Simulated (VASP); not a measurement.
Computed with PBE GGA, VASP's PBE PAW potentials (set 64) (plane waves; VASP).

The input files of a VASP run:

### POSCAR
```
InN
11.40
  0.1552631579  -0.2689236842   0.0000000000
  0.1552631579   0.2689236842   0.0000000000
  0.0000000000   0.0000000000   0.5000000000
In N
2 2
Cartesian
  0.1552631579  -0.0896414074   0.2500000000
  0.1552631579   0.0896414074   0.0000000000
  0.1552631579  -0.0896414074   0.4395000000
  0.1552631579   0.0896414074   0.1895000000
```

### KPOINTS
```
Automatic mesh
0
Gamma
7 7 4
0 0 0
```

### INCAR
```
ALGO=Normal
EDIFF=1E-6
ENCUT=520
GGA=PE
ISIF=2
ISMEAR=0
LASPH=.TRUE.
LCHARG=.FALSE.
LMAXMIX=4
LREAL=.FALSE.
LWAVE=.FALSE.
NELM=100
PREC=Accurate
SIGMA=0.05
SYSTEM=InN
```

POTCAR, in this order: In_d N (PBE.64 set). Program: vasp_std.

The resulting files:

File OSZICAR:
```
       N       E                     dE             d eps       ncg     rms          rms(c)
DAV:   1     0.348728542016E+03    0.34873E+03   -0.18381E+04  1056   0.228E+03
DAV:   2     0.202999170292E+02   -0.32843E+03   -0.32040E+03  1110   0.488E+02
DAV:   3    -0.245900115626E+02   -0.44890E+02   -0.44031E+02  1450   0.186E+02
DAV:   4    -0.259261609604E+02   -0.13361E+01   -0.13330E+01  1296   0.345E+01
DAV:   5    -0.259658834123E+02   -0.39722E-01   -0.39717E-01  1402   0.561E+00    0.145E+01
DAV:   6    -0.212810885297E+02    0.46848E+01   -0.20638E+01  1836   0.611E+01    0.114E+01
DAV:   7    -0.214094838945E+02   -0.12840E+00   -0.23057E+00  1114   0.126E+01    0.337E+00
DAV:   8    -0.213767146665E+02    0.32769E-01   -0.22841E-01  1676   0.541E+00    0.185E+00
DAV:   9    -0.213674998247E+02    0.92148E-02   -0.54762E-02  1708   0.340E+00    0.434E-01
DAV:  10    -0.213657622025E+02    0.17376E-02   -0.80031E-03  1728   0.127E+00    0.205E-01
DAV:  11    -0.213664945377E+02   -0.73234E-03   -0.64749E-03  1776   0.781E-01    0.179E-01
DAV:  12    -0.213661665742E+02    0.32796E-03   -0.15758E-03  1640   0.495E-01    0.297E-02
DAV:  13    -0.213661797139E+02   -0.13140E-04   -0.11186E-04  1240   0.831E-02    0.970E-03
DAV:  14    -0.213661794180E+02    0.29590E-06   -0.33723E-06  1232   0.191E-02
   1 F= -.21366179E+02 E0= -.21365985E+02  d E =-.388870E-03
```

OUTCAR:
```
------------------------ aborting loop because EDIFF is reached ----------------------------------------
  FORCE on cell =-STRESS in cart. coord.  units (eV):
  Direction    XX          YY          ZZ          XY          YZ          ZX
  --------------------------------------------------------------------------------------
  Total        1.9503906      1.9503907      2.2266755      0.0000000      0.0000000      0.0000000
  in kB       50.5149765     50.5149788     57.6707359      0.0000000      0.0000000      0.0000000
  external PRESSURE =      52.9002304 kB  Pullay stress =       0.0000000 kB
  volume of cell :       61.86
      direct lattice vectors                 reciprocal lattice vectors
     1.770000000 -3.065730000  0.000000000     0.282485876 -0.163093293  0.000000000
     1.770000000  3.065730000  0.000000000     0.282485876  0.163093293  0.000000000
     0.000000000  0.000000000  5.700000000     0.000000000  0.000000000  0.175438596
 POSITION                                       TOTAL-FORCE (eV/Angst)
 -----------------------------------------------------------------------------------
      1.77000     -1.02191      2.85000        -0.000000      0.000000     -0.034765
      1.77000      1.02191      0.00000        -0.000000      0.000000     -0.034765
      1.77000     -1.02191      5.01030         0.000000     -0.000000      0.034765
      1.77000      1.02191      2.16030        -0.000000      0.000000      0.034765
 -----------------------------------------------------------------------------------
    total drift:                               -0.000000      0.001515      0.000618
  FREE ENERGIE OF THE ION-ELECTRON SYSTEM (eV)
  ---------------------------------------------------
  free  energy   TOTEN  =       -21.3661794180 eV

  energy  without entropy=      -21.3657905481  energy(sigma->0) =      -21.36598498
```
(Selected blocks of OUTCAR.)

The compound is InN in the wurtzite structure. The cell was not relaxed at this level.
